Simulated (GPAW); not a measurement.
Here is a GPAW 26.7.0 calculation.

The input run.py:

```python
from ase import Atoms
from ase.dft.bandgap import bandgap
from ase.io import write
from ase.units import GPa
from gpaw import GPAW, PW, setup_paths

setup_paths.insert(0, '.')

atoms = Atoms(['Pb', 'Se'],
              cell=[[0.0, 3.06065, 3.06065],
                    [3.06065, 0.0, 3.06065],
                    [3.06065, 3.06065, 0.0]],
              scaled_positions=[[0.0, 0.0, 0.0],
                                [0.5, 0.5, 0.5]],
              pbc=True)

calc = GPAW(mode=PW(600),
            xc='PBEsol',
            kpts={'size': (8, 8, 8), 'gamma': True},
            occupations={'name': 'fermi-dirac', 'width': 0.05},
            nbands=19,
            convergence={'density': 1e-05, 'energy': 1e-05},
            maxiter=150,
            txt='gpaw.txt')
atoms.calc = calc
energy = atoms.get_potential_energy()
forces = atoms.get_forces()
stress = atoms.get_stress()
calc.write('gs.gpw')
write('result.traj', atoms)
print(f'Energy: {energy:.6f} eV')
print('Forces (eV/A):')
print(forces.round(4))
print('Stress (GPa):', (stress / GPa).round(3))
print('Fermi level:', round(calc.get_fermi_level(), 4), 'eV')
print(f'Gap: {bandgap(calc)[0]:.4f} eV, direct: {bandgap(calc, direct=True)[0]:.4f} eV')

path = atoms.cell.bandpath('GXWKGLUWLK,UX', npoints=80, eps=1e-4)
bs_calc = calc.fixed_density(kpts=path, symmetry='off', nbands=31,
                             convergence={'bands': 'CBM+6.0', 'eigenstates': 1e-6}, txt='bands.txt')
bs = bs_calc.band_structure()
bs.write('bs.json')
print(f'Gap on the path: {bandgap(bs_calc)[0]:.4f} eV')
```

Potentials or basis: PAW data sets generated in the run's folder for this functional, pw.

Launch:

```sh
$ gpaw-setup -f PBEsol Pb Se
$ OMP_NUM_THREADS=1 python run.py
```

(1) Estimate the band gap on the k mesh.

(2) Predict the band gap along the path.

Answers

(1) 0.16 eV, direct.

(2) 0.16 eV, direct.

Caveat: spin-orbit coupling is left out, which as a rule narrows the gap of such compounds by several tenths of an eV.

**Measured values to compare with.**

From a printed reference work, monograph, for a bulk crystal of PbSe at 300 K: band gap 0.28 eV (direct).

Measured gap of PbSe: 0.28 eV (direct; 300 K; a printed reference work, monograph). This calculation gives 0.16 eV (-0.12 eV). 2 values of this kind are on record (0.15 to 0.28 eV); this one was drawn at random. Spin-orbit coupling on Pb, Se is left out. The value is that of PBEsol, without temperature or zero-point motion. Semilocal functionals fall short of measured gaps as a rule.
